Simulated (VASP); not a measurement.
Set up this calculation in VASP 6.6.1, as the native input.

| Quantity | Value |
| --- | --- |
| Task | single point |
| Functional | PBE |
| Potentials or basis | VASP PAW PBE potentials, release 64 (Te) |
| Cutoff | 520 eV |
| k mesh | 5 × 5 × 5 |
| Occupations | fermi-dirac, width 0.1 eV |
| Spin | no spin polarisation |
| Dipole correction | no |
| Further INCAR settings | ALGO = Normal; EDIFF = 1e-06; NBANDS = 9 |

The structure of Te lies in POSCAR:

```
Te
1.0
    3.2020302047      0.0000000000      0.0000000000
    0.0000000000      3.2020302047      0.0000000000
    0.0000000000      0.0000000000      3.2020302047
Te
1
Direct
    0.0000000000      0.0000000000      0.0000000000
```

This isn't the form of Te at room conditions, which is trigonal, of chains.

One way to write it, as run:

INCAR

```
SYSTEM = Te
ALGO = Normal
EDIFF = 1E-6
ENCUT = 520
GGA = PE
ISIF = 2
ISMEAR = -1
LASPH = .TRUE.
LCHARG = .TRUE.
LELF = .TRUE.
LREAL = .FALSE.
LVHAR = .TRUE.
LWAVE = .FALSE.
NBANDS = 9
NELM = 100
PREC = Accurate
SIGMA = 0.1
```

KPOINTS

```
k-points
0
G
  5 5 5
  0 0 0
```

Potentials or basis: VASP PAW PBE potentials, release 64 (Te).

Command:

```sh
$ cat potpaw_PBE.64/Te/POTCAR > POTCAR
$ mpirun -np 1 vasp_std > vasp.out
```

It gave:

```
Pressure               : -0.5 GPa
Band gap on the k mesh : none (metal or under the smearing width)
```

Caveat: the k mesh is coarse (spacing up to 0.39 Å⁻¹), so the values aren't converged.

Wall time 2.5 s on 1 thread of AMD EPYC 9R45 (Zen 5), with other jobs on the host, peak memory 0.1 GiB.
